Zincblende GaP (cubic a = 5.450 Å, not relaxed at this level), deformed tetragonally along [001] at fixed volume and fixed fractional coordinates. Ansatz 0.2.0, plane-wave PAW, scalar-relativistic LDA, no spin polarisation, 420 eV cutoff, 10×10×10 k mesh, Gaussian smearing of 0.05 eV. Free energies are relative to the cubic cell; pressure is positive in compression.

| axial ratio (over its starting value) | energy change (meV/atom) | pressure (GPa) | gap on mesh (eV) |
| --- | --- | --- | --- |
| 0.65 | 335.3 | -7.15 | 0.000 |
| 0.707 | 246.7 | -5.72 | 0.000 |
| 0.78 | 147.1 | -4.16 | 0.000 |
| 0.85 | 70.7 | -3.32 | 0.033 |
| 0.92 | 20.6 | -2.89 | 0.687 |
| 0.96 | 5.2 | -2.78 | 1.067 |
| 1 | 0.0 | -2.75 | 1.453 |
| 1.05 | 8.2 | -2.79 | 1.216 |
| 1.1 | 33.1 | -2.88 | 0.988 |
| 1.2 | 131.5 | -3.13 | 0.392 |
| 1.3 | 286.5 | -3.21 | 0.000 |
| 1.414 | 493.1 | -3.44 | 0.000 |
| 1.5 | 631.0 | -3.56 | 0.000 |

The energy change and the gap on mesh are lopsided in opposite senses. Stretching the crystal along the axis costs more energy than flattening it, yet flattening closes the gap faster. The clearest comparison is between the axial ratios 0.707 and 1.414, which are inverse to each other and so are equal and opposite distortions on a logarithmic scale. The stretched cell lies 493 meV/atom above the cubic one, the flattened cell 247 meV/atom, a factor of two. The energy depends largely on the bond angles and the gap on the splitting of degenerate levels, and the two respond differently to the sign of the distortion.

**Why the cubic cell is the turning point**

At axial ratio 1 the three cube axes are equivalent, so no force can favour lengthening one of them over the others. The energy must therefore be stationary there with respect to this change of shape. This holds although the cell has the wrong size for this functional: its pressure of −2.75 GPa means that it would like to shrink, but equally in all directions. The PAW datasets were made for another functional, PBE, which may shift this pressure somewhat. Symmetry alone does not make the point a minimum; the rise of the energy on both sides shows that it is one along this path. Only this row has the cubic space group F-43m; the cells of all other rows are tetragonal.

**Angles set the cost**

Each atom has four bonds, two pointing up along the axis and two pointing down. At fixed volume the distortion changes their length very little, because what a bond gains along the axis it largely loses across it. At the two inverse ratios the bonds have grown from 2.36 Å to 2.42 and 2.43 Å. Lengths so nearly equal give no reason for a twofold difference in energy.

The angles do differ. Stretching closes the upper pair of bonds like scissors, and the lower pair likewise; flattening opens both pairs. The limiting cases show why this is uneven. Extreme flattening would lay the four bonds in a plane as a cross, with angles of 90° and 180°, whereas extreme stretching would fold each pair together, down to an angle of zero. The tetrahedral angle of 109.5° is much further from zero than from 180°, so stretching has more room to do damage. Covalent bonds built from mixed s and p orbitals resist such bending, because the orbitals then no longer point along the bonds.

The simplest measure of this resistance is the change of the cosine of each angle from its tetrahedral value of −1/3, squared and summed over the six angles at an atom. With $x$ for the axial ratio, the geometry gives

$$\cos\theta_2=\frac{x^2-2}{x^2+2},\qquad \cos\theta_4=-\frac{x^2}{x^2+2},$$

where $\theta_2$ is the angle within each of the two pairs and $\theta_4$ is the angle between an upper and a lower bond, which occurs four times. At 1.414, $x^2=2$ and the cosines are 0 and −1/2. The sum is $2(1/3)^2+4(1/6)^2=1/3$. At 0.707, $x^2=1/2$ and the cosines are −3/5 and −1/5, so the sum is $2(4/15)^2+4(2/15)^2=16/75$. If the energy is proportional to this sum, stretching should cost $(1/3)/(16/75)=1.56$ times as much as flattening.

The calculation gives 2.00. On this measure, bending gives the right direction of the asymmetry and somewhat more than half of the excess over equal costs. Another measure of bending would give another share, so only the direction is a firm result. No constant was adjusted to the energies; the estimate uses only the shape of the cell, and the printed output that follows lists the angles and ratios for comparison. A strictly proportional law would also need the same energy per unit of the sum in every row. Instead this energy rises from 1106 meV/atom at 0.65 to 1536 at 1.3 and then falls to 1368 at 1.5, so the crystal is softer when flattened than its angles alone suggest.

**The special ratio without a second minimum**

At 0.707 the gallium atoms taken alone form a body-centred cubic lattice, and so do the phosphorus atoms. In a crystal with one atom per lattice point, that arrangement would be cubic again and the energy would have to be stationary. Here the two lattices are offset so that each atom keeps four neighbours of the other kind, and the crystal as a whole remains tetragonal. Symmetry therefore demands no minimum or maximum at this ratio, and the calculation finds none.

The stresses of the same calculations support this. The difference between the stress across and along the axis drives every distorted cell back towards the cubic shape. While the gap is open this restoring stress climbs steeply on stretching, from 8.6 GPa at 1.1 to 18.5 GPa at 1.2. Once the gap has closed it levels off on both sides: it is 27.0, 28.0 and 26.8 GPa in the three most stretched rows, and 11.7, 12.2 and 12.9 GPa in size from 0.78 down to 0.65. A likely cause is that electrons then move from rising levels into falling ones, which lowers the cost of further distortion. On the flattened side geometry should help as well, because the cosines change less and less as the bonds approach a plane. Nor can the moving electrons be the only source of softness beyond geometry, since the flattened side softens relative to the angle measure while its gap is still open. Whether any of these cells would give way to a less symmetric distortion was not tested.

**Pressure and the packing of the atoms**

The pressure becomes more negative in both directions, so every distorted cell, averaged over all directions, pulls inwards harder than the cubic one. The effect is again uneven: the drop is 2.97 GPa at 0.707 but only 0.69 GPa at 1.414. Since the bonds are almost equally long in these two cells, longer bonds alone do not explain the difference. A plausible cause lies in the atoms beyond the first four neighbours. Flattening brings four further atoms of the other kind much closer along the axis, which would favour a denser packing. Stretching also draws in further atoms of the other kind, though each by less, and it presses atoms of the same kind strongly together across the axis, which would resist a denser packing. The calculations do not separate these effects from the other contributions. They do suggest that the flattened cells would gain more if the volume were free, which would add to the asymmetry in energy.

**Why the gap has a peak with a sharp tip**

Close to the cubic shape the energy grows with the square of the distortion, while the gap shrinks in direct proportion to it. Going from 0.96 to 0.92 doubles the logarithmic distortion; the energy rises fourfold and the loss of gap doubles. A small distortion is therefore cheap but has a large electronic effect. At 0.96 it costs only 5 meV/atom, yet the gap has already fallen from 1.45 to 1.07 eV.

The reason is degeneracy. In the cubic crystal, with spin–orbit coupling left out as it is here, the highest filled level is threefold: one state is built from p orbitals along the axis and two from p orbitals across it. Distortion separates the single state from the pair in first order. Whichever of them moves up becomes the new top of the filled levels, so the gap shrinks for either sign of the distortion.

The same picture explains why the slopes differ. A change of shape at fixed volume leaves the average of the three levels in place to first order, so the single state must move twice as far as the pair, and in the opposite direction. Flattening is known to raise the single state in crystals of this type, and stretching raises the pair. If the lowest empty states lie in the three equivalent valleys along the cube axes, they split by the same two-to-one rule. Flattening is known to lower the single valley along the axis, and stretching the other two, so the valleys add to the effect with the same ratio. If they are instead a single level without a first-order shift, the rule still holds for the gap.

The computed slopes agree with this. Per percent of logarithmic distortion, the gap loses 95 meV between 1 and 0.96 but 49 meV between 1 and 1.05, a ratio of 1.95. The orbital character of the levels was not recorded, so the agreement supports the assignment without proving it. By 1.2 the average loss has grown to 58 meV per percent, and the first-order rule is no longer exact. Spin–orbit coupling would also change the rule at the smallest distortions, where its own splitting of the filled levels is the larger one.

**Where the gap column ends**

Six rows have no gap: the three flattest and the three most stretched. A gap cannot fall below zero, so in these rows the column no longer records how far the filled and empty levels overlap. The row at 0.85 belongs almost with them, because its gap of 0.03 eV is smaller than the smearing of 0.05 eV. The mesh was chosen for an insulator and was not tested for the gapless cells, whose energies are therefore less certain.

The distortion at which the gap closes should not be carried over to a real sample. This functional makes gaps too small, so real closure should need a stronger distortion in either direction. If the levelling of the restoring stress does come from the closing of the gap, it should then set in later too. The mesh can act the other way, since it may miss the true band edges and so show a gap that is slightly too large.

Output of the analysis:

```
Geometry and restoring stress:
    row  two angles in degrees  four angles in degrees  bond length in A  stress across less stress along in GPa
   0.65                  130.6                     100             2.448                                  -12.89
  0.707                  126.9                   101.5             2.418                                  -12.25
   0.78                  122.2                   103.5             2.391                                   -11.7
   0.85                    118                   105.4             2.373                                  -9.211
   0.92                  113.9                   107.3             2.364                                  -5.561
   0.96                  111.7                   108.4             2.361                                  -2.954
    1.0                  109.5                   109.5              2.36                                       0
   1.05                  106.8                   110.8             2.361                                   4.125
    1.1                  104.2                   112.1             2.365                                   8.648
    1.2                  99.37                   114.7             2.378                                   18.49
    1.3                  94.82                   117.3             2.398                                      27
  1.414                  90.01                     120             2.428                                   27.97
    1.5                  86.63                     122             2.454                                   26.77
Energy at 1.414 over energy at 0.707: 1.999
Summed squared cosine change at 1.414 over that at 0.707: 1.56
Energy per squared cosine change at 0.65 (meV/atom): 1106
Energy per squared cosine change at 0.96 (meV/atom): 1354
Energy per squared cosine change at 1.05 (meV/atom): 1409
Energy per squared cosine change at 1.3 (meV/atom): 1536
Energy per squared cosine change at 1.5 (meV/atom): 1368
Logarithmic strain at 0.92 over that at 0.96: 2.043
Energy at 0.92 over energy at 0.96: 3.962
Gap loss at 0.92 over gap loss at 0.96: 1.984
Gap loss per percent of logarithmic strain at 0.96 (meV): 94.56
Gap loss per percent of logarithmic strain at 1.05 (meV): 48.58
Ratio of these two gap losses: 1.947
Gap loss per percent of logarithmic strain at 1.2 (meV): 58.19
Rows with no gap on the mesh: 6
Pressure at 0.707 less that at 1 (GPa): -2.97
Pressure at 1.414 less that at 1 (GPa): -0.69
```
